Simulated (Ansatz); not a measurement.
# Rh(111) / 3 layers Al(111) / Rh(111): resistance against film thickness, part 2 of 2

Aim: what a thin film of another metal adds to the resistance, first Rh(111) / 3 layers Al(111) / Rh(111).

Ansatz 0.2.0; Ansatz plane-wave DFT, PBE, PAW files; ballistic transport by layer matching (Landauer), zero bias.

So far. Step 2 (With 3 layers): The lead's potential steps by 9.1 meV from period to period, small in itself. The program estimates the junction's conductance to 4.4 % from the k-mesh, 0.2 % from the leads' distance from neutral and 7.5 % from their steps. Step 3 (With 5 layers, film layers 5): The conductance of the junction is 9.0e14 S/m², 1.6 % over the 8.8e14 S/m² of the last finished run, within the error estimates, leads' steps apart, of 4.4 and 3.4 %.

## 4. With 6 layers, film layers 6

The stack now holds 6 film layers; the k-mesh follows the cell, and the energies span -0.27 to 0.27 eV.

System of this step: Rh(111) / 6 layers Al(111) / Rh(111). The cell holds 14 atoms: 8 Rh and 6 Al. Cell: a = 2.689 Å, b = 2.689 Å, c = 33.488 Å, α = 87.7°, β = 92.3°, γ = 120.0°. It derives from Rh and Al. Regions: lead, 8 atoms (8 Rh); films, 6 atoms (6 Al). The structure is stacked along c, and the current runs across the ab planes.

Input file input.yaml:

```yaml
crystal:
  lattice:
    - [2.6891977995, 0.0, 0.0]
    - [-1.3445988998, 2.3289136102, 0.0]
    - [-1.3445988998, 0.7763045367, 33.4522211671]
  atoms:
    - { symbol: Rh, position: [0.0109395865, 0.9890604135, 0.0328187596] }
    - { symbol: Rh, position: [0.3661520929, 0.6338479071, 0.0984562788] }
    - { symbol: Rh, position: [0.7213645993, 0.2786354007, 0.164093798] }
    - { symbol: Rh, position: [0.0765771057, 0.9234228943, 0.2297313172] }
    - { symbol: Al, position: [0.434041688, 0.565958312, 0.302125064] }
    - { symbol: Al, position: [0.7937583461, 0.2062416539, 0.3812750384] }
    - { symbol: Al, position: [0.1534750043, 0.8465249957, 0.4604250128] }
    - { symbol: Al, position: [0.5131916624, 0.4868083376, 0.5395749872] }
    - { symbol: Al, position: [0.8729083205, 0.1270916795, 0.6187249616] }
    - { symbol: Al, position: [0.2326249787, 0.7673750213, 0.697874936] }
    - { symbol: Rh, position: [0.5900895609, 0.4099104391, 0.7702686828] }
    - { symbol: Rh, position: [0.9453020673, 0.0546979327, 0.835906202] }
    - { symbol: Rh, position: [0.3005145737, 0.6994854263, 0.9015437212] }
    - { symbol: Rh, position: [0.6557270801, 0.3442729199, 0.9671812404] }
kpoints:
  mp_grid: { grid: [16, 16, 1] }
hamiltonian:
  xc: pbe
scf:
  occupations: { method: fermi_dirac, width: 0.1 }
output:
  transmission:
    leads: [[0, 1]]
    kmesh: [32, 32]
    e_range: [-0.27, 0.27]
    de: 0.036
  write_potential: true
  write_density: true
  volumetric_format: npy
```

On the command line:

```
$ ansatz run input.yaml --threads 4 --pin off --max-ram 8192MiB --backend cpu --events-out ev --progress --plain --runs-dir out
```

Numbers of over 12 decimals in the logs are rounded to 6 here.

The log of the run:

```text
[...]
Crystal: 14 atoms, lattice volume = 209.508 Å³
Basis set: ecut = 420 eV, 4161 PW (Γ)
Bands: 93, of which v1, the nominal top of the filled ones, is band 77 counted from 1 (76 counted from 0)
Symmetry: 4 space group operations
k-points: 73 of 256
[...]
--- Transmission ---
  basis      : 55 plane waves across, 52 finite elements along
  points     : 273, standing for a mesh of 32 x 32
[...]
filled         : 12.2 meV under the level at which it is neutral
    channels       : 1.792969e0 a spin
[...]
slowest decay  : 0.0678 /Å at (0.4062, 0.1875)
  junction   : crystal 0 to crystal 0, 0.70 to 31.95 Å
    transmission   : 7.427929e-1 a spin
[...]
resistance     : 6.3254e-4 Ω µm² beyond half of each lead's own
[key lines of the parts left out:]
SCF converged after 9 iterations
Free energy (F): -54448.327450 eV
Fermi energy:    15.432556 eV
```

It took 3 min on 4 threads of Arm Neoverse V1, shared host; peak memory 1.3 GiB; 10 min of CPU time.

Numbers from this step:

```yaml
free_energy: -54448.3275 eV
energy_at_zero_smearing: -54448.1036 eV
fermi_energy: 15.43 eV
step_of_the_lead_s_potential: 10.6 meV
conductance_of_the_junction: 9.24e14 S/m²
junction_conductance_per_cell: 0.7469 G₀
estimated_errors_of_the_junction_s_conductance: 0.1, 0.3, 3.7, 6.9, 0.4 % (energy step, band edges, k-mesh, leads' steps, distance from neutral)
area_resistance_that_the_stack_adds_contact_term_taken_off_spin_by_spin: 0.6325 fΩ m²
```

Per spin. Table of transmission, zone mean by energy, zero at the Fermi level:

```csv
energy (eV),"transmission, zone mean"
-0.270,0.704
-0.234,0.709
-0.198,0.760
-0.162,0.739
-0.126,0.728
-0.090,0.742
-0.054,0.754
-0.018,0.757
0.018,0.743
0.054,0.729
0.090,0.728
0.126,0.726
0.162,0.724
0.198,0.733
0.234,0.747
0.270,0.769
```

The conductance of the junction is 9.2e14 S/m², 2.8 % over the 9.0e14 S/m² of the last finished run, within the error estimates, leads' steps apart, of 3.4 and 3.7 %.

## 5. With 8 layers, film layers 8

The stack now holds 8 film layers; the k-mesh follows the cell, and the energies span -0.27 to 0.27 eV.

System of this step: Rh(111) / 8 layers Al(111) / Rh(111). The cell holds 16 atoms: 8 Rh and 8 Al. Cell: a = 2.689 Å, b = 2.689 Å, c = 38.779 Å, α = 92.0°, β = 88.0°, γ = 120.0°. It derives from Rh and Al. Regions: lead, 8 atoms (8 Rh); films, 8 atoms (8 Al). The structure is stacked along c, and the current runs across the ab planes.

Input file input.yaml:

```yaml
crystal:
  lattice:
    - [2.6891977995, 0.0, 0.0]
    - [-1.3445988998, 2.3289136102, 0.0]
    - [1.3445988998, -0.7763045367, 38.7477060661]
  atoms:
    - { symbol: Rh, position: [0.9905554804, 0.0094445196, 0.0283335587] }
    - { symbol: Rh, position: [0.3049997746, 0.6950002254, 0.0850006761] }
    - { symbol: Rh, position: [0.6194440688, 0.3805559312, 0.1416677935] }
    - { symbol: Rh, position: [0.933888363, 0.066111637, 0.1983349109] }
    - { symbol: Al, position: [0.246388363, 0.753611637, 0.2608349109] }
    - { symbol: Al, position: [0.5569440688, 0.4430559312, 0.3291677935] }
    - { symbol: Al, position: [0.8674997746, 0.1325002254, 0.3975006761] }
    - { symbol: Al, position: [0.1780554804, 0.8219445196, 0.4658335587] }
    - { symbol: Al, position: [0.4886111862, 0.5113888138, 0.5341664413] }
    - { symbol: Al, position: [0.799166892, 0.200833108, 0.6024993239] }
    - { symbol: Al, position: [0.1097225978, 0.8902774022, 0.6708322065] }
    - { symbol: Al, position: [0.4202783036, 0.5797216964, 0.7391650891] }
    - { symbol: Rh, position: [0.7327783036, 0.2672216964, 0.8016650891] }
    - { symbol: Rh, position: [0.0472225978, 0.9527774022, 0.8583322065] }
    - { symbol: Rh, position: [0.361666892, 0.638333108, 0.9149993239] }
    - { symbol: Rh, position: [0.6761111862, 0.3238888138, 0.9716664413] }
kpoints:
  mp_grid: { grid: [16, 16, 1] }
hamiltonian:
  xc: pbe
scf:
  occupations: { method: fermi_dirac, width: 0.1 }
output:
  transmission:
    leads: [[0, 1]]
    kmesh: [32, 32]
    e_range: [-0.27, 0.27]
    de: 0.036
  write_potential: true
  write_density: true
  volumetric_format: npy
```

The log of the run:

```text
[...]
Crystal: 16 atoms, lattice volume = 242.673 Å³
Basis set: ecut = 420 eV, 4815 PW (Γ)
Bands: 96, of which v1, the nominal top of the filled ones, is band 80 counted from 1 (79 counted from 0)
Symmetry: 4 space group operations
k-points: 73 of 256
[...]
--- Transmission ---
  basis      : 55 plane waves across, 58 finite elements along
  points     : 273, standing for a mesh of 32 x 32
[...]
filled         : 12.7 meV under the level at which it is neutral
    channels       : 1.792969e0 a spin
[...]
slowest decay  : 0.0695 /Å at (0.4062, 0.1875)
  junction   : crystal 0 to crystal 0, 0.70 to 37.25 Å
    transmission   : 7.666771e-1 a spin
[...]
resistance     : 6.2923e-4 Ω µm² beyond half of each lead's own
[key lines of the parts left out:]
SCF converged after 9 iterations
Free energy (F): -55523.170185 eV
Fermi energy:    14.394116 eV
```

Run time: 3.2 min. Hardware: 4 threads; peak memory 1.5 GiB.

Numbers from this step:

* free energy: -55523.1702 eV
* energy at zero smearing: -55522.9341 eV
* Fermi energy: 14.39 eV
* step of the lead's potential: 10.8 meV
* conductance of the junction: 9.27e14 S/m²
* junction conductance per cell: 0.7492 G₀
* estimated errors of the junction's conductance: 0.7, 0.2, 3.4, 12, 0.7 % (energy step, band edges, k-mesh, leads' steps, distance from neutral)
* area resistance that the stack adds (contact term taken off, spin by spin): 0.6292 fΩ m²

Per spin. The transmission, zone mean by energy, zero at the Fermi level:

```csv
energy (eV),"transmission, zone mean"
-0.270,0.684
-0.234,0.672
-0.198,0.679
-0.162,0.676
-0.126,0.712
-0.090,0.730
-0.054,0.719
-0.018,0.733
0.018,0.767
0.054,0.782
0.090,0.767
0.126,0.728
0.162,0.738
0.198,0.749
0.234,0.748
0.270,0.757
```

The conductance of the junction is 9.3e14 S/m², 0.30 % over the 9.2e14 S/m² of the last finished run, within the error estimates, leads' steps apart, of 3.7 and 3.4 %. The estimate from the leads' steps, 12 %, is larger still.

## 6. With 10 layers, film layers 10

The stack now holds 10 film layers; the k-mesh follows the cell, and the energies span -0.27 to 0.27 eV.

System of this step: Rh(111) / 10 layers Al(111) / Rh(111). The cell holds 18 atoms: 8 Rh and 10 Al. Its edges and angles: a = 2.689 Å, b = 2.689 Å, c = 44.043 Å, α = 90.0°, β = 90.0°, γ = 120.0°. It derives from Rh and Al. Regions: lead, 8 atoms (8 Rh); films, 10 atoms (10 Al). The structure is stacked along c, and the current runs across the ab planes.

Input file input.yaml:

```yaml
crystal:
  lattice:
    - [2.6891977995, 0.0, 0.0]
    - [-1.3445988998, 2.3289136102, 0.0]
    - [0.0, 0.0, 44.0431909652]
  atoms:
    - { symbol: Rh, position: [0.0, 0.0, 0.0249269043] }
    - { symbol: Rh, position: [0.3333333333, 0.6666666667, 0.0747807128] }
    - { symbol: Rh, position: [0.6666666667, 0.3333333333, 0.1246345213] }
    - { symbol: Rh, position: [0.0, 0.0, 0.1744883298] }
    - { symbol: Al, position: [0.3333333333, 0.6666666667, 0.2294737107] }
    - { symbol: Al, position: [0.6666666667, 0.3333333333, 0.2895906638] }
    - { symbol: Al, position: [0.0, 0.0, 0.349707617] }
    - { symbol: Al, position: [0.3333333333, 0.6666666667, 0.4098245702] }
    - { symbol: Al, position: [0.6666666667, 0.3333333333, 0.4699415234] }
    - { symbol: Al, position: [0.0, 0.0, 0.5300584766] }
    - { symbol: Al, position: [0.3333333333, 0.6666666667, 0.5901754298] }
    - { symbol: Al, position: [0.6666666667, 0.3333333333, 0.650292383] }
    - { symbol: Al, position: [0.0, 0.0, 0.7104093362] }
    - { symbol: Al, position: [0.3333333333, 0.6666666667, 0.7705262893] }
    - { symbol: Rh, position: [0.6666666667, 0.3333333333, 0.8255116702] }
    - { symbol: Rh, position: [0.0, 0.0, 0.8753654787] }
    - { symbol: Rh, position: [0.3333333333, 0.6666666667, 0.9252192872] }
    - { symbol: Rh, position: [0.6666666667, 0.3333333333, 0.9750730957] }
kpoints:
  mp_grid: { grid: [16, 16, 1] }
hamiltonian:
  xc: pbe
scf:
  occupations: { method: fermi_dirac, width: 0.1 }
output:
  transmission:
    leads: [[0, 1]]
    kmesh: [32, 32]
    e_range: [-0.27, 0.27]
    de: 0.036
  write_potential: true
  write_density: true
  volumetric_format: npy
```

The log of the run:

```text
[...]
Crystal: 18 atoms, lattice volume = 275.839 Å³
Basis set: ecut = 420 eV, 5457 PW (Γ)
Bands: 101, of which v1, the nominal top of the filled ones, is band 83 counted from 1 (82 counted from 0)
Symmetry: 12 space group operations
[...]
k-points: 30 of 256
[...]
--- Transmission ---
  basis      : 55 plane waves across, 65 finite elements along
  points     : 102, standing for a mesh of 32 x 32
[...]
filled         : 12.1 meV under the level at which it is neutral
    channels       : 1.792969e0 a spin
[...]
slowest decay  : 0.0686 /Å at (0.4062, 0.1875)
  junction   : crystal 0 to crystal 0, 0.70 to 42.55 Å
    transmission   : 7.155011e-1 a spin
[...]
resistance     : 6.9323e-4 Ω µm² beyond half of each lead's own
[key lines of the parts left out:]
SCF converged after 9 iterations
Free energy (F): -56598.012075 eV
Fermi energy:    13.605095 eV
```

The job ended after 82 s (4 threads; peak memory 1.2 GiB; 4.7 min of CPU time).

This step gave:

```
free energy                                                                : -56598.0121 eV
energy at zero smearing                                                    : -56597.7632 eV
Fermi energy                                                               : 13.61 eV
step of the lead's potential                                               : 10.5 meV
conductance of the junction                                                : 8.75e14 S/m²
junction conductance per cell                                              : 0.7072 G₀
estimated errors of the junction's conductance                             : 1.2, 0.9, 4, 7.7, 0.2 % (energy step, band edges, k-mesh, leads' steps, distance from neutral)
area resistance that the stack adds (contact term taken off, spin by spin) : 0.6932 fΩ m²
```

Per spin. Table of transmission, zone mean by energy, zero at the Fermi level:

```csv
energy (eV),"transmission, zone mean"
-0.270,0.646
-0.234,0.679
-0.198,0.670
-0.162,0.669
-0.126,0.684
-0.090,0.707
-0.054,0.711
-0.018,0.692
0.018,0.716
0.054,0.706
0.090,0.732
0.126,0.704
0.162,0.725
0.198,0.748
0.234,0.744
0.270,0.746
```

The conductance of the junction is 8.7e14 S/m², 5.6 % under the 9.3e14 S/m² of the last finished run, no more than the error estimates, leads' steps apart, of 3.4 and 4 % together.

## 7. The ladder

Times are for 4 threads of Arm Neoverse V1, shared host. The runs compared:

```csv
no.,film layers,"area resistance that the stack adds (contact term taken off, spin by spin) (fΩ m²)",conductance of the junction (S/m²),time,memory (GiB)
1,3,0.6806,8.85e14,5.2 min,0.99
2,5,0.6627,8.99e14,2.8 min,1.2
3,6,0.6325,9.24e14,3 min,1.3
4,8,0.6292,9.27e14,3.2 min,1.5
5,10,0.6932,8.75e14,82 s,1.2
```

## 8. With 5 layers

The same run once more with an input made wrong on purpose.

This step: Ansatz plane-wave DFT, PBE, PAW files; ballistic transport by layer matching (Landauer), zero bias; changed: ENCUT = 0.3, scf.max_iter = 100 (Ansatz 0.2.0).

System of this step: Rh(111) / 5 layers Al(111) / Rh(111). The cell holds 13 atoms: 8 Rh and 5 Al. Cell: a = 2.689 Å, b = 2.689 Å, c = 30.844 Å, α = 92.5°, β = 87.5°, γ = 120.0°. It derives from Rh and Al. Regions: lead, 8 atoms (8 Rh); films, 5 atoms (5 Al). The structure is stacked along c, and the current runs across the ab planes.

Input file input.yaml:

```yaml
crystal:
  lattice:
    - [2.6891977995, 0.0, 0.0]
    - [-1.3445988998, 2.3289136102, 0.0]
    - [1.3445988998, -0.7763045367, 30.8044787176]
  atoms:
    - { symbol: Rh, position: [0.9881201214, 0.0118798786, 0.0356396359] }
    - { symbol: Rh, position: [0.2976936975, 0.7023063025, 0.1069189076] }
    - { symbol: Rh, position: [0.6072672736, 0.3927327264, 0.1781981793] }
    - { symbol: Rh, position: [0.9168408497, 0.0831591503, 0.249477451] }
    - { symbol: Al, position: [0.2239687768, 0.7760312232, 0.3280936695] }
    - { symbol: Al, position: [0.5286510551, 0.4713489449, 0.4140468348] }
    - { symbol: Al, position: [0.8333333333, 0.1666666667, 0.5] }
    - { symbol: Al, position: [0.1380156116, 0.8619843884, 0.5859531652] }
    - { symbol: Al, position: [0.4426978898, 0.5573021102, 0.6719063305] }
    - { symbol: Rh, position: [0.749825817, 0.250174183, 0.750522549] }
    - { symbol: Rh, position: [0.0593993931, 0.9406006069, 0.8218018207] }
    - { symbol: Rh, position: [0.3689729692, 0.6310270308, 0.8930810924] }
    - { symbol: Rh, position: [0.6785465453, 0.3214534547, 0.9643603641] }
kpoints:
  mp_grid: { grid: [16, 16, 1] }
hamiltonian:
  xc: pbe
scf:
  occupations: { method: fermi_dirac, width: 0.1 }
  max_iter: 100
output:
  transmission:
    leads: [[0, 1]]
    kmesh: [32, 32]
    e_range: [-0.27, 0.27]
    de: 0.036
  write_potential: true
  write_density: true
  volumetric_format: npy
ENCUT: 0.3
```

The log of the run:

```text
Error: YAML parse error: error: line 36 column 1: unknown field `ENCUT`, expected one of crystal, accuracy, basis, kpoints, hamiltonian, magnetization, projection, total_charge, correlation, batch, efield, external_charges, scf, relax, neb, saddle, md, ramp, phonons, dielectric, real_time, elastic, magnetic_configurations, gw, evaluate, workflow, output, checkpoint, execution
  --> <input>:36:1
   |
34 |   write_density: true
35 |   volumetric_format: npy
36 | ENCUT: 0.3
   | ^ unknown field `ENCUT`, expected one of crystal, accuracy, basis, kpoints, hamiltonian, magnetization, projection, total_charge, correlation, batch, efield, external_charges, scf, relax, neb, saddle, md, ramp, phonons, dielectric, real_time, elastic, magnetic_configurations, gw, evaluate, workflow, output, checkpoint, execution
```

Run time: 0.02 s. Hardware: 4 threads; peak memory 0.022 GiB.

The program refused the input before any cycle.

The program's message: “Error: YAML parse error: error: line 36 column 1: unknown field `ENCUT`, expected one of crystal, accuracy, basis, kpoints, hamiltonian, magnetization, projection, total_charge, correlation, batch, ef …”

The change that led to it: ENCUT = 0.3.

## 9. Results

```yaml
area_resistance_3_layers: 0.681 fΩ m²
area_resistance_5_layers: 0.663 fΩ m²
area_resistance_6_layers: 0.633 fΩ m²
area_resistance_8_layers: 0.629 fΩ m²
area_resistance_10_layers: 0.693 fΩ m²
```

In words: The stack adds 0.68 fΩ m² with 3 layers and 0.69 fΩ m² with 10. From 5 layers on no step exceeds the two runs' error estimates together, as expected where only the two interfaces scatter; half the mean, 0.33 fΩ m², is a rough coherent figure for one interface. Atoms sit on ideal sites and aren't relaxed. Al(111) is compressed by 6.0 % in plane to fit Rh(111), at its own atomic volume.

[Logs are printed without paths, hosts, clocks, repeated set-up lines and the standing remarks that a program may print on its own settings, such as how far it seeks lower states.]

[Hosts, paths, dates, database ids (printed as entryN), source tags and the programs' standing remarks are cut or masked in the printed files.]
